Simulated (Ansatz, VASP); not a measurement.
Be: VASP beside Ansatz

```
Be
1.0
     3.77163    0.00000    0.00000
     0.00000    3.77163    0.00000
     0.00000    0.00000    2.29639
Be
4
Direct
  0.29741 0.29741 0.00000
  0.70259 0.70259 0.00000
  0.20259 0.79741 0.50000
  0.79741 0.20259 0.50000
```

Change from the starting cell: volume scaled by 1.02, crystal datasets.

Alike in both runs: task electric field gradients; functional PBEsol; k mesh 9 × 9 × 14; occupations fermi-dirac, width 0.05 eV; no spin polarisation.

```csv
,VASP,Ansatz
version,VASP 6.6.1,Ansatz 0.2.0
potentials or method,"VASP PAW PBE potentials, release 64 (Be), cutoff 520 eV","all-electron PAW with datasets made for the crystal, scalar-relativistic"
```

VASP gave:

```
pressure (GPa)                                                 : -3.0
largest component of the traceless stress (GPa)                : 0.97
rms of the force components (eV/Å)                             : 0.004
Vzz of the field gradient on the site that differs most (V/Å²) : 1.7
```

**Question.** Estimate Ansatz's values.

**Answer.** Pressure (GPa): -3.4; largest component of the traceless stress (GPa): 0.98; rms of the force components (eV/Å): 0.006; Vzz of the field gradient on the site that differs most (V/Å²): 1.4.

Atom by atom the forces differ by 0.002 eV/Å (rms over components). Ansatz ran all-electron here, so the differences hold the error of VASP's frozen core and of both bases.

Caveats: the PAW data sets were made with another functional, which shifts forces and pressure a little (VASP).
